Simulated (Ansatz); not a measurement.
HfSi3O8 on the sites of polar orthorhombic HfO2 (relaxed group P2) at its r2SCAN geometry, run in Ansatz 0.2.0 at 2 levels of theory. Note: simulated data, non-magnetic, for a generated structure that need not be the stable one.

The PBE+SOC input:
```yaml
crystal:
  lattice:
    - [4.3636755051, -0.1703455089, -3.85836e-05]
    - [-0.1711605093, 4.6994748013, -4.41842e-05]
    - [-3.52726e-05, -4.31421e-05, 5.0965161843]
  atoms:
    - { symbol: Hf, position: [0.2499908746, 0.2043232636, 0.0441297518] }
    - { symbol: Si, position: [0.2500024618, 0.7043313683, 0.4120359316] }
    - { symbol: Si, position: [0.7500099196, 0.2043273496, 0.5864706288] }
    - { symbol: Si, position: [0.7499913668, 0.7043310374, 0.9025320942] }
    - { symbol: O, position: [0.0119222711, 0.3775601797, 0.3812840923] }
    - { symbol: O, position: [0.0123530172, 0.8376731599, 0.1482461191] }
    - { symbol: O, position: [0.496519484, 0.5217447054, 0.6454455697] }
    - { symbol: O, position: [0.5702079966, 1.0073513509, 0.8524439307] }
    - { symbol: O, position: [0.4880775497, 1.0311027562, 0.3812880206] }
    - { symbol: O, position: [0.487636739, 0.5709849803, 0.1482349311] }
    - { symbol: O, position: [0.9298020989, 0.4013285826, 0.8524329653] }
    - { symbol: O, position: [1.003486221, 0.8869412659, 0.6454559649] }
kpoints:
  mp_grid: { grid: [6, 6, 6] }
  band_path:
    path:
      - [0.0, 0.0, 0.0]
      - [0.0, 8.6574e-06, -0.4999999999]
      - [0.0, 0.5000086573, -0.4999999999]
      - [0.0, 0.4999999999, 0.0]
      - [-0.5, 0.4999999999, 8.9984e-06]
      - [-0.5, 0.5000086573, -0.4999910015]
      - [-0.5, 8.6574e-06, -0.4999910015]
      - [-0.5, 0.0, 8.9984e-06]
      - [0.197917, -0.442708, 0.0]
    npoints: 1
hamiltonian:
  xc: pbe
scf:
  occupations: { method: fixed }
  n_extra_bands: 14
magnetization:
  noncollinear: true
  spin_orbit: true
output:
  forces: true
  stress: true
  eigenvalues: true
  write_density: true
  write_potential: true
  elf: true
  volumetric_format: npy
```

Main results, then, where recorded, the levels near the gap in eV from the Fermi energy (columns number the bands from 0), one row a point of the path (Γ, Z, D, B, A, E, C₂, Y₂, (0.198, -0.443, 0)):
```
Crystal: 12 atoms, lattice volume = 104.366 Å³
Symmetry: 1 space group operations + 1 with time reversal
Magnetic group: BNS 1.2 (UNI 2)
```
```
Basis set: ecut = 420 eV, 2029 PW (Γ)
Bands: 100, of which v1, the nominal top of the filled ones, is band 86 counted from 1 (85 counted from 0)
k-points: 112 of 216 (time reversal used)
Free energy (F): -22199.112389 eV
Fermi energy:    11.458473 eV
--- Forces (eV/Å), atoms counted from 1 ---
  atom   1  Hf      0.00001      0.00007    -0.06634
  atom   2  Si      0.00004      0.00000      0.08702
  atom   3  Si    -0.00012      0.00007    -0.03346
  atom   4  Si    -0.00003      0.00003    -0.04826
  atom   5  O       0.02333    -0.02216    -0.14056
  atom   6  O     -0.04298      0.01972      0.09588
  atom   7  O     -0.05911    -0.05998      0.01876
  atom   8  O     -0.13620      0.03816      0.05643
  atom   9  O     -0.02336      0.02217    -0.14057
  atom  10  O       0.04296    -0.01974      0.09586
  atom  11  O       0.13627    -0.03817      0.05648
  atom  12  O       0.05921      0.05982      0.01875
--- Stress (GPa, compression-positive) ---
        8.131707      -0.034615       0.000157
       -0.034615       8.636859       0.000173
        0.000157       0.000173       7.955286
  P = ⅓ Tr σ = 8.2413 GPa (82.413 kbar)
```

PBE+SOC gives an indirect gap of 4.73 eV, from Γ to k = (0.198, -0.443, 0); the least direct gap is 5.06 eV at Γ.

PBE0. Against the first input these blocks differ (the band path and keys that only write files left aside):
```yaml
kpoints:
  mp_grid: { grid: [4, 4, 4] }
hamiltonian:
  xc: pbe0
scf:
  occupations: { method: fixed }
  n_extra_bands: 7
```
(magnetization left out)

```
Basis set: ecut = 420 eV, 2029 PW (Γ)
Bands: 50, of which v1, the nominal top of the filled ones, is band 43 counted from 1 (42 counted from 0)
k-points: 36 of 64 (time reversal used)
Exchange kernel: α = 0.2500, full range, Wigner–Seitz truncation, v(0) = 12134.7281 eV·Å³, q-mesh 4×4×4
hybrid outer 1: dexx = +4.921e-2 eV, tail = 1.18e-3 eV
hybrid outer 2: dexx = +3.224e-6 eV, tail = 3.04e-7 eV, Δε = 7.70e-3 eV, ΔF = 5.87e-3 eV/Å
hybrid outer 3: dexx = +2.653e-9 eV, tail = 2.57e-9 eV, Δε = 1.11e-4 eV, ΔF = 1.87e-4 eV/Å
Free energy (F): -22180.675618 eV
Fermi energy:    9.788197 eV
--- Forces (eV/Å), atoms counted from 1 ---
  atom   1  Hf      0.00000      0.00006      0.10010
  atom   2  Si      0.00005     0.00000      0.02496
  atom   3  Si    -0.00008      0.00004      0.05212
  atom   4  Si    -0.00004      0.00001    -0.06328
  atom   5  O       0.02587      0.01921      0.03440
  atom   6  O       0.02079    -0.03738    -0.01248
  atom   7  O       0.04618    -0.00249    -0.00027
  atom   8  O       0.08663    -0.01323    -0.07861
  atom   9  O     -0.02588    -0.01921      0.03440
  atom  10  O     -0.02079      0.03739    -0.01250
  atom  11  O     -0.08660      0.01315    -0.07855
  atom  12  O     -0.04613      0.00246    -0.00031
--- Stress (GPa, compression-positive) ---
       -1.089151      -0.013903      -0.000051
       -0.013901      -1.352167       0.000163
       -0.000050       0.000163      -1.417099
  P = ⅓ Tr σ = -1.2861 GPa (-12.861 kbar)
```
```tsv
band_40	band_41	band_42	band_43	band_44	band_45
-0.459	-0.155	0.000	7.699	8.500	8.658
-0.802	-0.438	-0.142	7.985	8.397	8.879
-1.008	-0.750	-0.493	8.106	8.355	8.359
-0.576	-0.564	-0.452	7.701	7.759	8.743
-0.906	-0.608	-0.390	7.873	8.250	8.648
-1.121	-0.854	-0.772	7.841	8.029	8.857
-0.979	-0.829	-0.608	8.120	8.390	8.616
-0.561	-0.322	-0.268	7.788	8.674	8.690
-0.622	-0.573	-0.381	7.380	8.367	8.709
```

The PBE0 gap is indirect, 7.38 eV (Γ to k = (0.198, -0.443, 0)), below the direct gap of 7.70 eV at Γ. With the atoms held, the mean pressure is -1.3 GPa (compression positive). (The program warns that its thresholds are loose for a hybrid's stress.)

Small level splittings and stresses of the hybrids carry the error of their coarser meshes.

Totals of different functionals, or with and without spin-orbit coupling, can't be compared.

Only the levels marked +SOC include spin-orbit coupling.

The meshes of the hybrids are coarse, so their gaps aren't converged to the digits shown.
